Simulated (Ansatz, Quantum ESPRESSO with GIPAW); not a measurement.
# KNaSO4: NMR parameters from first principles, part 2 of 2

Wanted: NMR shieldings and quadrupolar couplings for each site of KNaSO4.

Quantum ESPRESSO with GIPAW; PBEsol.

So far. Step 3 (Shieldings): An axis of order three or more runs through K, S, Na(1), Na(2) and O(1), so two principal values coincide and the skew is ±1. In this run the largest span is that of O(1) (site symmetry 3m), with principal values 19.1, 19.1 and 161.4 ppm. On O(1) the most shielded direction lies along its short bond to S: a field along the bond can't mix the bonding orbital with those across it, so the paramagnetic term is smallest there.

## 4. Quadrupolar couplings

Level of this step: DFT, PBEsol, plane-wave PAW, default files, scalar-relativistic, field gradients (Ansatz).

23Na, 17O, 39K and 33S have a quadrupole moment, which couples to the field gradient and broadens the lines. The gradient is a property of the ground-state density and needs no response; it is taken from a second code that counts the whole PAW charge. C_Q = eQV_zz/h, with Q = 0.104 barn for 23Na, -0.02558 barn for 17O, 0.0603 barn for 39K, -0.0694 barn for 33S.

This step: DFT, PBEsol, plane-wave PAW, default files (PAW set soft_2), scalar-relativistic, field gradients (Ansatz 0.2.0), on the same atoms.

Input file input.yaml:

```yaml
crystal:
  lattice:
    - [5.6838320841, 0.0, 0.0]
    - [-2.8419160421, 4.9223429757, 0.0]
    - [0.0, 0.0, 7.259568]
  atoms:
    - { symbol: K, position: [0.6666666667, 0.3333333333, 0.328849706] }
    - { symbol: K, position: [0.3333333333, 0.6666666667, 0.671150294] }
    - { symbol: S, position: [0.6666666667, 0.3333333333, 0.7776244124] }
    - { symbol: S, position: [0.3333333333, 0.6666666667, 0.2223755876] }
    - { symbol: Na, position: [0.0, 0.0, 0.0] }
    - { symbol: Na, position: [0.0, 0.0, 0.5] }
    - { symbol: O, position: [0.3333333333, 0.6666666667, 0.0204198235] }
    - { symbol: O, position: [0.1903717492, 0.8096282508, 0.2949889027] }
    - { symbol: O, position: [0.8096282508, 0.1903717492, 0.7050110973] }
    - { symbol: O, position: [0.6666666667, 0.3333333333, 0.9795801765] }
    - { symbol: O, position: [0.3807434984, 0.1903717492, 0.7050110973] }
    - { symbol: O, position: [0.1903717492, 0.3807434984, 0.2949889027] }
    - { symbol: O, position: [0.6192565016, 0.8096282508, 0.2949889027] }
    - { symbol: O, position: [0.8096282508, 0.6192565016, 0.7050110973] }
kpoints:
  mp_grid: { grid: [4, 4, 3] }
scf:
  occupations: { method: fixed }
hamiltonian:
  xc: pbesol
output:
  forces: false
  stress: false
  efg:
    quadrupole_moments_barn: { K: 0.0603, S: -0.0694, Na: 0.104, O: -0.02558 }
```

Command:

```console
$ ansatz run input.yaml --threads 4 --pin off --max-ram 8192MiB --backend cpu --events-out ev --progress --plain --runs-dir out
```

Log:

```text
[... set-up, SCF cycles and energies left out ...]
--- PAW observables at the nuclei: V_zz in 10²¹ V/m², potentials from the cell's mean, atoms counted from 1 ---
  atom   1  K  V_zz =    -0.150066   η = 0.0000   by run symmetry: allowed   C_q = -0.2188 MHz
  atom   2  K  V_zz =    -0.150066   η = 0.0000   by run symmetry: allowed   C_q = -0.2188 MHz
  atom   3  S  V_zz =    -1.576427   η = 0.0000   by run symmetry: allowed   C_q = +2.6454 MHz
  atom   4  S  V_zz =    -1.576427   η = 0.0000   by run symmetry: allowed   C_q = +2.6454 MHz
  atom   5  Na V_zz =    -0.284929   η = 0.0000   by run symmetry: allowed   C_q = -0.7165 MHz
  atom   6  Na V_zz =    -0.166882   η = 0.0000   by run symmetry: allowed   C_q = -0.4197 MHz
  atom   7  O  V_zz =   +12.674688   η = 0.0000   by run symmetry: allowed   C_q = -7.8396 MHz
  atom   8  O  V_zz =   +13.127951   η = 0.0201   by run symmetry: allowed   C_q = -8.1199 MHz
  atom   9  O  V_zz =   +13.127951   η = 0.0201   by run symmetry: allowed   C_q = -8.1199 MHz
  atom  10  O  V_zz =   +12.674688   η = 0.0000   by run symmetry: allowed   C_q = -7.8396 MHz
  atom  11  O  V_zz =   +13.127951   η = 0.0201   by run symmetry: allowed   C_q = -8.1199 MHz
  atom  12  O  V_zz =   +13.127951   η = 0.0201   by run symmetry: allowed   C_q = -8.1199 MHz
  atom  13  O  V_zz =   +13.127951   η = 0.0201   by run symmetry: allowed   C_q = -8.1199 MHz
  atom  14  O  V_zz =   +13.127951   η = 0.0201   by run symmetry: allowed   C_q = -8.1199 MHz
[the lines on potentials at the nuclei are left out]
```

Wall time 1.9 s (4 threads of Arm Neoverse V1, shared host); peak memory 0.62 GiB; 6.5 s of CPU time.

The same from gipaw.x, job efg (3.5 s), which warns that it leaves out the neighbours' augmentation charge. V_zz in 10²¹ V/m²:

| site | Ansatz | gipaw.x | η_Q, first | η_Q, second |
| --- | --- | --- | --- | --- |
| K | -0.150 | -0.264 | 0.00 | 0.00 |
| S | -1.576 | -1.741 | 0.00 | 0.00 |
| Na(1) | -0.285 | -0.111 | 0.00 | 0.00 |
| Na(2) | -0.167 | 0.128 | 0.00 | 0.00 |
| O(1) | 12.675 | 11.795 | 0.00 | 0.00 |
| O(2) | 13.128 | 13.120 | 0.02 | 0.06 |

Among gradients over 0.05 the ratio is farthest from one on Na(2), even in sign; the first column is used below.

Among nuclei of half-integer spin the second-order effect is largest for 33S on S (spin 3/2, C_Q 2.65 MHz): at 9.4 T it moves the centre of gravity of the MAS line by -185 ppm from δ_iso, and by a quarter of that at twice the field, by δ_Q = −(3/40)(C_Q/ν0)²(1 + η²/3)[I(I+1) − 3/4]/[I²(2I−1)²] × 10⁶ ppm with ν0 = 30.8 MHz.

## 5. Sites, surroundings and shifts

Covalently bonded atoms count as neighbours within 1.18 times the sum of their radii. Otherwise a cation's neighbours lie within 1.2 times its shortest bond (1.3 for large cations, each anion's radius taken off where they differ), and an anion's are the cations that count it.

| site | atom no. | atoms in cell | surroundings | bonds (Å) | σ_iso (ppm) | C_Q (MHz) | η_Q |
| --- | --- | --- | --- | --- | --- | --- | --- |
| K | 1 | 2 | KO10 | 2.54 to 3.07 | 1180.2 | -0.22 | 0.00 |
| S | 3 | 2 | SO4 | 1.47 to 1.50 | 104.6 | 2.65 | 0.00 |
| Na(1) | 5 | 1 | NaO12 | 2.85 to 3.28 | 589.3 | -0.72 | 0.00 |
| Na(2) | 6 | 1 | NaO6 | 2.393 | 555.8 | -0.42 | 0.00 |
| O(1) | 7 | 2 | non-bridging on S; 5 neighbours | 1.47 to 3.28 | 66.6 | -7.84 | 0.00 |
| O(2) | 8 | 6 | non-bridging on S; 6 neighbours | 1.50 to 3.07 | 69.7 | -8.12 | 0.02 |

By surroundings the Na shieldings are 6-coordinate: 555.8; 12-coordinate: 589.3 ppm. The 2 O sites spread over 3.2 ppm in shielding, from O(1) (least shielded) to O(2).

Simulated spectrum: 23Na fast MAS, 18.8 T (211.9 MHz), central transition to second order, lines broadened by 0.8 ppm; the axis counts ppm from the isotropic position of Na(1), as −Δσ; rigid lattice, with dipolar and J couplings and satellite transitions left out.

offset (ppm), intensity and a bar:
```
     38.0       0.00 
     36.7       0.00 
     35.3       0.01 
     34.0       0.24 #######
     33.3       1.00 ##############################
     32.7       0.21 ######
     31.4       0.01 
     30.0       0.00 
     28.8       0.00 
     27.5       0.00 
     26.1       0.00 
     24.9       0.00 
     23.5       0.00 
     22.2       0.00 
     20.9       0.00 
     19.6       0.00 
     18.3       0.00 
     16.9       0.00 
     15.7       0.00 
     14.3       0.00 
     13.0       0.00 
     11.8       0.00 
     10.4       0.00 
      9.1       0.00 
      7.7       0.00 
      6.5       0.00 
      5.2       0.00 
      3.8       0.00 
      2.6       0.00 
      1.2       0.02 
     -0.1       0.84 #########################
     -0.3       0.92 ############################
     -1.4       0.04 #
     -2.7       0.01 
     -4.0       0.00 
     -5.3       0.00
```

Most prominent maxima (ppm: height): 33.3: 1.00, -0.3: 0.92.

Simulated spectrum: 17O static powder, 7.05 T (40.7 MHz), central transition to second order, lines broadened by 27 ppm; the axis counts ppm from the isotropic position of O(2), as −Δσ; rigid lattice, with dipolar and J couplings and satellite transitions left out.

offset (ppm), intensity and a bar:
```
      654       0.00 
      603       0.00 
      551       0.01 
      500       0.29 #########
      469       0.97 #############################
      453       0.81 ########################
      402       0.46 ##############
      350       0.37 ###########
      303       0.32 ##########
      252       0.28 ########
      200       0.26 ########
      153       0.24 #######
      102       0.23 #######
       50       0.22 #######
       -1       0.22 #######
      -48       0.21 ######
     -100       0.28 ########
     -151       0.28 #########
     -198       0.29 #########
     -249       0.30 #########
     -301       0.31 #########
     -348       0.31 #########
     -399       0.32 ##########
     -451       0.34 ##########
     -502       0.36 ###########
     -549       0.38 ############
     -601       0.42 #############
     -652       0.48 ##############
     -699       0.57 #################
     -751       0.86 ##########################
     -766       0.99 ##############################
     -802       0.98 #############################
     -806       1.00 ##############################
     -849       0.18 #####
     -900       0.01 
     -952       0.00 
     -999       0.00
```

Most prominent maxima (ppm: height): 469: 0.97, -766: 0.99, -806: 1.00.

## 6. What the settings change

Each row names what was changed: another functional shows how far the paramagnetic term hangs on the exchange-correlation form.

Changes of σ_iso (ppm) against the run above (PBEsol, cutoffs 75 and 450 Ry, mesh 3×3×2, 1.8 h). Times are CPU times of pw.x and gipaw.x together, on 4 MPI ranks of Arm Neoverse V1, shared host; on a shared host they are rough.

| run | CPU time | f-sum miss | K | S | Na(1) | Na(2) | O(1) | O(2) |
| --- | --- | --- | --- | --- | --- | --- | --- | --- |
| LDA | 1.6 h | 0.024 | -13.2 | -22.8 | -3.5 | -5.9 | -10.5 | -10.3 |

## 7. What came out

```json
{
  "23Na shielding without shape term": "555.8, 589.3 ppm",
  "23Na size of C_Q": "0.42, 0.72 MHz",
  "17O shielding without shape term": "66.6, 69.7 ppm",
  "17O size of C_Q": "7.84, 8.12 MHz",
  "39K shielding without shape term": "1180.2 ppm",
  "39K size of C_Q": "0.22 MHz",
  "33S shielding without shape term": "104.6 ppm",
  "33S size of C_Q": "2.65 MHz"
}
```

**Reading.** 23Na has 2 sites, in the ratio 1:1: Na(2) (NaO6) at a shielding of 555.8 and Na(1) (NaO12) at a shielding of 589.3 ppm, shape term left out. A shift needs a reference, δ = σ_ref − σ, fixed on measured compounds; these shieldings lie outside the range that the measured compounds cover, so none is given. A finer mesh and a higher cutoff were not carried through on these files. The largest change with the functional is 22.8 ppm in absolute shielding; part of that drops out once each functional has its own reference line. In PBE checks against another PAW code, field gradients made this way came out 2 to 6 % larger on O (three silicas and corundum) and 10 % smaller on Al (corundum alone). This build of gipaw.x prints that it is not audited and that its numbers are no references by themselves. It also reports spline_ps as false although the input sets it; why was not traced.

[Banner, clock, file and message-heading lines were taken out of the pw.x and gipaw.x logs.]

[Logs are printed without paths, hosts, clocks, repeated set-up lines and the standing remarks that a program may print on its own settings, such as how far it seeks lower states.]

[Hosts, paths, dates, database ids (printed as entryN), source tags and the programs' standing remarks are cut or masked in the printed files.]

[Where no reference line passes its bar on scatter, no shift is given, so a measured shift of this compound may stand uncompared.]
